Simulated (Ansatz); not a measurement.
# KF: strain and displacement

```xyz
2
Lattice="0.0000 2.6544 2.6544 2.6544 0.0000 2.6544 2.6544 2.6544 0.0000" Properties=species:S:1:pos:R:3 pbc="T T T"
K     0.0000    0.0000    0.0000
F     2.6544    2.6544    2.6544
```

Atom numbers follow the list: K1, F2.

The cell is the one relaxed in the Materials Project (mp-463), not relaxed further here; entries there can be hypothetical.

The calculation used DFT, r2SCAN, all-electron PAW with datasets made for the crystal, scalar-relativistic in Ansatz 0.2.0.

Settings: a Γ-centred 9×9×9 k mesh, Fermi–Dirac smearing of 0.02 eV, cutoff 280 eV (chosen by the program for this cell), no spin polarisation.

The unchanged cell is at 0.18 GPa.

Semilocal functionals give too small gaps.

x, y and z are the Cartesian axes of the cell as listed; fractional coordinates follow a strain, and an engineering shear is twice the off-diagonal strain component.

Vzz stands for the principal value of largest size of the field-gradient tensor, whatever its axis.

(1) One change gave: energy change +8 meV/atom; stress change (xx, yy, zz, yz, xz, xy) 1.48, 1.48, -1.98, 0.00, 0.00, 0.00 GPa, compression positive; Vzz in 10²¹ V/m²: K1 0 → 1.63 (η = 0.00), F2 0 → 0.84 (η = 0.00); gap on the k mesh 6.94 → 6.89 eV. Which change was it?
A. xy engineering shear strain of +3 %
B. atom 2 (F) moved by (0.0354, 0.0354, 0.0000) Å
C. z strained by +4 % at fixed volume

## Answers

(1) C. For xy engineering shear strain of +3 %: energy change under 1 meV/atom; stress change (xx, yy, zz, yz, xz, xy) 0.00, 0.00, -0.02, 0.00, 0.00, -0.37 GPa, compression positive; Vzz in 10²¹ V/m²: K1 0 → 0.33 (η = 0.95), F2 0 → -0.07 (η = 0.90); gap on the k mesh 6.94 → 6.92 eV. For atom 2 (F) moved by (0.0354, 0.0354, 0.0000) Å: energy change +1 meV/atom; stress change (xx, yy, zz, yz, xz, xy) 0.06, 0.06, -0.01, 0.00, 0.00, -0.02 GPa, compression positive; change of the force on F2 (-0.064, -0.064, 0.000) eV/Å; Vzz in 10²¹ V/m²: K1 0 → -0.02 (η = 0.32), F2 0 → -0.01 (η = 0.89); gap on the k mesh 6.94 → 6.94 eV.
